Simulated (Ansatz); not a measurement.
Structure from Materials Project entry mp-463 (possibly hypothetical), not relaxed further. The listed cell was then made from it by scaling, straining or moving an atom.

An input for KF: DFT, r2SCAN, PAW with Ansatz's default frozen-core files, scalar-relativistic (Ansatz 0.2.0). The PAW files were made with PBE; their cores are remade for this functional.

```yaml
crystal:
  lattice:
    - [0.0, 2.671992814, 2.671992814]
    - [2.671992814, 0.0, 2.671992814]
    - [2.671992814, 2.671992814, 0.0]
  atoms:
    - { symbol: K, position: [0.0, 0.0, 0.0] }
    - { symbol: F, position: [0.5, 0.5, 0.5] }
kpoints:
  mp_grid: { grid: [9, 9, 9] }
scf:
  occupations: { method: fermi_dirac, width: 0.02 }
hamiltonian:
  xc: r2scan
  pseudopotentials: { kind: paw }
output:
  forces: true
  stress: true
  eigenvalues: true
  efg: { contact_densities: true }
```

Set-up and iterations as logged by Ansatz (the results part is left out, to be predicted):

```
Engine: ansatz 0.2.0
Pseudopotentials: kind: paw
Pseudopotential: K, paw, valence charge 9, recommended cutoff 500 eV (meta_gga)
Pseudopotential: F, paw, valence charge 7, recommended cutoff 500 eV (meta_gga)
Functional definition: r2SCAN
  parameter k0 = 0.174
  parameter k1 = 0.065
  parameter a1 = 4.9479
  exchange = r2scan_x(k0 = k0, k1 = k1, a1 = a1)
  correlation = r2scan_c
Crystal: 2 atoms, lattice volume = 38.154 Å³
Basis set: ecut = 500 eV, 941 PW (Γ), exchange–correlation on 120×120×120 points (64 copies of the dense FFT grid, shifted against one another)
Bands: 12, of which v1, the nominal top of the filled ones, is band 8 counted from 1 (7 counted from 0)
Symmetry: 48 space group operations
Space group: Fm-3m (ITA 225), of the structure as read, at distance tolerance 3.4e-5 Å
k-points: 35 of 729
Non-local potential: K, projectors of the file, l = 0: 3, l = 1: 2, l = 2: 2
Non-local potential: F, projectors of the file, l = 0: 2, l = 1: 2, l = 2: 1
PAW form: soft (Blöchl's): semilocal exchange-correlation on the pseudo side does not see the compensation charge
PAW frozen core: K, regenerated for the run's functional (the file was generated under x = pbe(κ = 0.804, μ = 0.2195149727645171), c = pbe(β = 0.06672455060314922))
PAW frozen core: F, regenerated for the run's functional (the file was generated under x = pbe(κ = 0.804, μ = 0.2195149727645171), c = pbe(β = 0.06672455060314922))
PAW one-centre angular grid: K, 302 points (default); XC on 160 Gauss nodes
PAW one-centre angular grid: F, 302 points (default); XC on 160 Gauss nodes
Initial density: superposition of atomic densities (neutral atoms: chi_scale 0, normalization atom), corrected by the library's trained network
Initial wavefunctions: pseudopotential atomic-orbital guess
Functional: x = r2scan, c = r2scan; τ floored in thin density (d = 2e-4 eV/Å³)
SCF iter   1: F=—  HF=-2355.151308 eV  |F-HF|=—  |Δ(HF+E_count)|=         —  Δρ=7.38e-3  dr2=1.93e-2  dr2_τ=2.71e-2  ethr=1.77e-3  ⟨swp⟩=6.4  Hψ=2868  notcnv=0
SCF iter   2: F=—  HF=-2355.191730 eV  |F-HF|=—  |Δ(HF+E_count)|=   4.04e-2  Δρ=5.26e-3  dr2=3.81e-3  dr2_τ=8.65e-4  ethr=1.20e-4  ⟨swp⟩=3.0  Hψ=1166  notcnv=0
SCF iter   3: F=—  HF=-2355.190840 eV  |F-HF|=—  |Δ(HF+E_count)|=   8.90e-4  Δρ=1.50e-3  dr2=3.18e-4  dr2_τ=5.93e-5  ethr=2.38e-5  ⟨swp⟩=2.0  Hψ=799  notcnv=0
SCF iter   4: F=—  HF=-2355.190808 eV  |F-HF|=—  |Δ(HF+E_count)|=   3.22e-5  Δρ=2.20e-4  dr2=4.36e-6  dr2_τ=1.76e-6  ethr=1.99e-6  ⟨swp⟩=3.0  Hψ=734  notcnv=0
SCF iter   5: F=—  HF=-2355.190811 eV  |F-HF|=—  |Δ(HF+E_count)|=   3.13e-6  Δρ=3.73e-5  dr2=2.70e-7  dr2_τ=7.04e-8  ethr=2.73e-8  ⟨swp⟩=2.0  Hψ=694  notcnv=0
SCF iter   6: F=-2355.190811 eV  HF=-2355.190811 eV  |F-HF|=5.65e-9  |Δ(HF+E_count)|=   1.86e-7  Δρ=5.24e-6  dr2=4.93e-9  dr2_τ=1.26e-9  ethr=6.25e-10  ⟨swp⟩=5.0  Hψ=1982  notcnv=0
```

(1) What pressure will this run report?

## Answers

(1) -0.49 GPa (positive in compression).
